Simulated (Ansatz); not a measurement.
Os under changes of volume

One of the cells (14.716 Å³/atom); the others are scaled copies at fixed shape and fractional positions:

```xyz
1
Lattice="0.0000 1.9450 1.9450 1.9450 0.0000 1.9450 1.9450 1.9450 0.0000" Properties=species:S:1:pos:R:3 pbc="T T T"
Os    0.0000    0.0000    0.0000
```

This isn't the form of Os at room conditions, which is hcp.

```yaml
Program: Ansatz 0.2.0
Functional: wPBEh
Potentials_or_basis: Ansatz PAW polarizable
Cutoff: "420 eV (not typed: the program's choice for these potentials)"
k_mesh: 8 × 8 × 8
Occupations: fermi-dirac, width 0.05 eV
Spin: collinear spin, program default start
```

```tsv
volume (Å³/atom)	energy over the lowest point (meV/atom)	pressure (GPa)
13.833	0.95	5.3
14.127	0.00	-4.0
14.422	15.07	-12.2
14.716	?	?
15.010	86.28	-25.9
15.305	139.24	-31.5
15.599	202.04	-36.5
```

Problem. What does the run at 14.716 Å³/atom give?

Solution. Energy over the lowest point 44.39 meV/atom; pressure -19.5 GPa.

Worked out: A Birch-Murnaghan fit of order 3 (a polynomial in V^(-2/3)) to the other rows has its minimum at 14.00 Å³/atom with B0 = V·E''(V) = 439 GPa and B' = 4.9. It gives 44.39 meV/atom at 14.716 Å³/atom, against the run's 44.39, and -dE/dV = -19.5 GPa, against -19.5.

Energies are extrapolated to zero smearing.

Caveats: the magnetic or orbital state may not be the lowest; the PAW data sets come from PBE, with cores solved anew for the run's functional, which leaves a small shift of forces and pressure; the thresholds are loose for stress.
